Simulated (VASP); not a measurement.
# AlFe (Pm-3m) in VASP: further runs, part 2 of 2

VASP 6.6.1. The steps go on from the part before.

**3. Relaxation of cell and atoms, PBE, collinear spin, ferromagnetic start**

This run uses another cell than the first one, of 11.87 Å³/atom, 0.964 times its volume.

Contents of INCAR:

```
ALGO = Normal
EDIFF = 1E-7
EDIFFG = -0.005
ENCUT = 520
GGA = PE
IBRION = 2
ISIF = 3
ISMEAR = 0
ISPIN = 2
LASPH = T
LCHARG = F
LMAXMIX = 4
LORBIT = 11
LREAL = F
LWAVE = F
MAGMOM = 0 3
NELM = 120
NSW = 60
POTIM = 0.3
PREC = Accurate
SIGMA = 0.1
```

Contents of KPOINTS:

```
k-points
0
Gamma
  15 15 15
```

Contents of POSCAR:

```
AlFe                                    
1.0
    2.8743481029      0.0000000000      0.0000000000
   -0.0000000000      2.8743481029     -0.0000000000
   -0.0000000000     -0.0000000000      2.8743481029
  Al              Fe            
     1     1
Direct
     0.0000000000000000    0.0000000000000000    0.0000000000000000
     0.5000000000000000    0.5000000000000000    0.5000000000000000
```

Potentials or basis: VASP PAW PBE potentials, release 64 (Al, Fe).

Launch:

```
$ cat potpaw_PBE.64/Al/POTCAR potpaw_PBE.64/Fe/POTCAR > POTCAR
$ mpirun -np 1 vasp_std > vasp.out
```

OUTCAR:

```text
EDIFF = 1E-7
   EDIFFG = -0.005
   ENCUT = 520
   GGA = PE
   IBRION = 2
   ISIF = 3
   ISMEAR = 0
   ISPIN = 2
   LASPH = T
   LORBIT = 11
   LREAL = F
   NELM = 120
   NSW = 60
   POTIM = 0.3
   PREC = Accurate

 ion  position               nearest neighbor table
   1  0.000  0.000  0.000-   2 2.49   2 2.49   2 2.49   2 2.49   2 2.49   2 2.49   2 2.49   2 2.49

   2  0.500  0.500  0.500-   1 2.49   1 2.49   1 2.49   1 2.49   1 2.49   1 2.49   1 2.49   1 2.49

  LATTYP: Found a simple cubic cell.
 ALAT       =     2.8743481029

  Lattice vectors:

 A1 = (   2.8743481029,   0.0000000000,   0.0000000000)
 A2 = (   0.0000000000,   2.8743481029,   0.0000000000)
 A3 = (   0.0000000000,   0.0000000000,   2.8743481029)

Analysis of symmetry for initial positions (statically):
=====================================================================
 Subroutine PRICEL returns:
 Original cell was already a primitive cell.

 Routine SETGRP: Setting up the symmetry group for a
 simple cubic supercell.

 Subroutine GETGRP returns: Found 48 space group operations
 (whereof 48 operations were pure point group operations)
 out of a pool of 48 trial point group operations.

The static configuration has the point symmetry O_h .

Analysis of symmetry for dynamics (positions and initial velocities):
=====================================================================
 Subroutine PRICEL returns:
 Original cell was already a primitive cell.

 Routine SETGRP: Setting up the symmetry group for a
 simple cubic supercell.

 Subroutine GETGRP returns: Found 48 space group operations
 (whereof 48 operations were pure point group operations)
 out of a pool of 48 trial point group operations.

The dynamic configuration has the point symmetry O_h .

Analysis of structural, dynamic, and magnetic symmetry:
=====================================================================
 Subroutine PRICEL returns:
 Original cell was already a primitive cell.

 Routine SETGRP: Setting up the symmetry group for a
 simple cubic supercell.

 Subroutine GETGRP returns: Found 48 space group operations
 (whereof 48 operations were pure point group operations)
 out of a pool of 48 trial point group operations.

The overall configuration has the point symmetry O_h .

 Subroutine INISYM returns: Found 48 space group operations
 (whereof 48 operations are pure point group operations),
 and found     1 'primitive' translations

----------------------------------------------------------------------------------------

                                     Primitive cell

  volume of cell :      23.7475

  direct lattice vectors                    reciprocal lattice vectors
     2.874348103  0.000000000  0.000000000     0.347904973  0.000000000  0.000000000
     0.000000000  2.874348103  0.000000000     0.000000000  0.347904973  0.000000000
     0.000000000  0.000000000  2.874348103     0.000000000  0.000000000  0.347904973

  length of vectors
     2.874348103  2.874348103  2.874348103     0.347904973  0.347904973  0.347904973

  position of ions in fractional coordinates (direct lattice)
     0.000000000  0.000000000  0.000000000
     0.500000000  0.500000000  0.500000000

  ion indices of the primitive-cell ions
   primitive index   ion index
                 1           1
                 2           2

[... 87 lines left out ...]
   EFERMI_NEDOS =   21; number of points for ismear=-14 and -15
   IALGO  =     38    algorithm
   IMIX   =      4    mixing-type and parameters
     AMIX     =   0.40;   BMIX     =  1.00
     AMIX_MAG =   1.60;   BMIX_MAG =  1.00
  volume/ion in A,a.u.               =      11.87        80.13
  Fermi-wavevector in a.u.,A,eV,Ry     =   1.266678  2.393675 21.830196  1.604474
  Thomas-Fermi vector in A             =   2.399866
   LORBIT       =     11    0 simple, 1 ext, 2 COOP (PROOUT), +10 PAW based schemes
   GGA     = PE    functional components
   LHFCALC =     F    Hartree Fock is set to
   AEXX    =    0.0000 exact exchange contribution
   IVDW    =     0    specifies the selected vdW correction
   LEPSILON=     F    determine dielectric tensor
   LRPA    =     F    only Hartree local field effects (RPA)
 conjugate gradient relaxation of ions
 spin polarized calculation
 Gauss-broadening in eV      SIGMA  =   0.10
  energy-cutoff  :      520.00
  volume of cell :       23.75
 maximum number of plane-waves:       657
 NGX is ok and might be reduce to    24
   NGX = 11   NGY = 11   NGZ = 11

 number of electron      10.9999994 magnetization       0.7059940

 Free energy of the ion-electron system (eV)
  ---------------------------------------------------
  ext. energy  EPLUGINS =         0.00000000
  ---------------------------------------------------
  free energy    TOTEN  =       -12.65496746 eV

  energy without entropy =      -12.64431377  energy(sigma->0) =      -12.64964061

 E-fermi :   8.0291     XC(G=0): -12.1460

 val. band max:        8.0215711170   @ k =   0.3333   0.2667   0.0000
 cond. band min:       8.0315861910   @ k =   0.4667   0.3333   0.1333
 fundamental gap:      0.0100150740
 Fermi energy:         8.0290938927

 spin component 1

 k-point     1 :       0.0000    0.0000    0.0000
  band No.  band energies     occupation
      1      -2.3921      1.00000
      2       5.5066      1.00000
      3       5.5066      1.00000
      4       7.6306      1.00000
      5       7.6306      1.00000
      6       7.6306      1.00000
      7      14.3758      0.00000
      8      14.3758      0.00000
      9      14.3758      0.00000
     10      17.3356      0.00000
     11      17.3357      0.00000
[... 310 lines left out ...]
  band No.  band energies     occupation
      1       0.2855      1.00000
      2       4.6581      1.00000
      3       5.9262      1.00000
      4       6.6611      1.00000
      5       6.9602      1.00000
      6       7.3999      1.00000
      7       9.5502      0.00000
      8      13.0804      0.00000
      9      17.4279      0.00000
     10      17.7983      0.00000
     11      20.5302      0.00000

 [... further k-points ...]

 spin component 2

 k-point     1 :       0.0000    0.0000    0.0000
  band No.  band energies     occupation
      1      -2.3863      1.00000
      2       5.8833      1.00000
      3       5.8833      1.00000
      4       8.4703      0.00000
      5       8.4703      0.00000
      6       8.4703      0.00000
      7      14.4060      0.00000
      8      14.4060      0.00000
      9      14.4060      0.00000
     10      17.4053      0.00000
     11      17.4053      0.00000
[... 310 lines left out ...]
  band No.  band energies     occupation
      1       0.2953      1.00000
      2       4.8447      1.00000
      3       6.3061      1.00000
      4       7.2558      1.00000
      5       7.7176      0.99999
      6       8.2120      0.00484
      7       9.9477      0.00000
      8      13.3170      0.00000
      9      17.4674      0.00000
     10      17.9097      0.00000
     11      20.5821      0.00000

 [... further k-points ...]

------------------------ aborting loop because EDIFF is reached ----------------------------------------

  FORCE on cell =-STRESS in cart. coord.  units (eV):
  Direction    XX          YY          ZZ          XY          YZ          ZX
  --------------------------------------------------------------------------------------
  -------------------------------------------------------------------------------------
  Total        0.0072122      0.0072122      0.0072122      0.0000000     -0.0000000      0.0000000
  in kB        0.4865900      0.4865900      0.4865900      0.0000000     -0.0000000      0.0000000
  external PRESSURE =       0.4865900 kB  Pullay stress =       0.0000000 kB

 VOLUME and BASIS-vectors are now :
 -----------------------------------------------------------------------------
  energy-cutoff  :      520.00
  volume of cell :       23.75
      direct lattice vectors                 reciprocal lattice vectors
     2.874348103  0.000000000  0.000000000     0.347904973  0.000000000  0.000000000
     0.000000000  2.874348103  0.000000000     0.000000000  0.347904973  0.000000000
     0.000000000  0.000000000  2.874348103     0.000000000  0.000000000  0.347904973

 POSITION                                       TOTAL-FORCE (eV/Angst)
 -----------------------------------------------------------------------------------
      0.00000      0.00000      0.00000         0.000000      0.000000      0.000000
      1.43717      1.43717      1.43717         0.000000      0.000000      0.000000
 -----------------------------------------------------------------------------------
    total drift:                                0.000000     -0.000000     -0.000000

  FREE ENERGIE OF THE ION-ELECTRON SYSTEM (eV)
  ---------------------------------------------------
  free  energy   TOTEN  =       -12.6549674571 eV

  energy  without entropy=      -12.6443137720  energy(sigma->0) =      -12.64964061

 reached required accuracy - stopping structural energy minimisation

 total charge

# of ion       s       p       d       tot
------------------------------------------
    1        0.400   0.436   0.000   0.836
    2        0.431   0.502   6.484   7.417
--------------------------------------------------
tot          0.831   0.939   6.484   8.253

 magnetization (x)

# of ion       s       p       d       tot
------------------------------------------
    1       -0.008  -0.016   0.000  -0.024
    2       -0.000   0.008   0.739   0.747
--------------------------------------------------
tot         -0.008  -0.008   0.739   0.723
```

OSZICAR:

```text
N       E                     dE             d eps       ncg     rms          rms(c)
DAV:   1     0.329190719995E+02    0.32919E+02   -0.48321E+03  5323   0.103E+03
DAV:   2    -0.127602799796E+02   -0.45679E+02   -0.42663E+02  5343   0.171E+02
DAV:   3    -0.140622867102E+02   -0.13020E+01   -0.12768E+01  6343   0.359E+01
DAV:   4    -0.140830038884E+02   -0.20717E-01   -0.20700E-01  6159   0.399E+00
DAV:   5    -0.140836330579E+02   -0.62917E-03   -0.62914E-03  6489   0.767E-01    0.148E+01
DAV:   6    -0.157336523154E+02   -0.16500E+01   -0.51706E+01  6293   0.103E+02    0.167E+01
DAV:   7    -0.127006315818E+02    0.30330E+01   -0.27437E+01  6329   0.664E+01    0.291E+00
DAV:   8    -0.126702975725E+02    0.30334E-01   -0.24412E-01  6425   0.523E+00    0.156E+00
DAV:   9    -0.126571613267E+02    0.13136E-01   -0.32703E-02  6839   0.238E+00    0.976E-01
DAV:  10    -0.126549668287E+02    0.21945E-02   -0.14638E-03  6171   0.332E-01    0.218E-01
DAV:  11    -0.126549735976E+02   -0.67690E-05   -0.31840E-04  6448   0.218E-01    0.110E-01
DAV:  12    -0.126549711196E+02    0.24780E-05   -0.23712E-05  6461   0.594E-02    0.524E-02
DAV:  13    -0.126549672659E+02    0.38537E-05   -0.47002E-06  6812   0.302E-02    0.101E-02
DAV:  14    -0.126549674605E+02   -0.19461E-06   -0.21782E-06  6924   0.166E-02    0.555E-03
DAV:  15    -0.126549674571E+02    0.33598E-08   -0.44613E-07  3792   0.708E-03
   1 F= -.12654967E+02 E0= -.12649641E+02  d E =-.126550E+02  mag=     0.7060
```

It took 2.2 min on 1 thread of AMD EPYC 7R43 (Zen 3), shared host; peak memory 0.15 GiB.

What came out:

- Free energy: -12.6550 eV
- Pressure after relaxing: 0.0 GPa
- Band gap on the k mesh: none (metal or under the smearing width)
- Net moment: 0.71 μB per cell
- Site moments: Al -0.02; Fe +0.75 μB
- Valence electrons inside the program's atomic spheres: Al 0.84; Fe 7.42

Final structure:
```xyz
2
Lattice="2.8743 0.0000 0.0000 0.0000 2.8743 0.0000 0.0000 0.0000 2.8743" Properties=species:S:1:pos:R:3 pbc="T T T"
Al    0.0000    0.0000    0.0000
Fe    1.4372    1.4372    1.4372
```

Caveat: the relaxation stopped at its first step, so nothing moved.
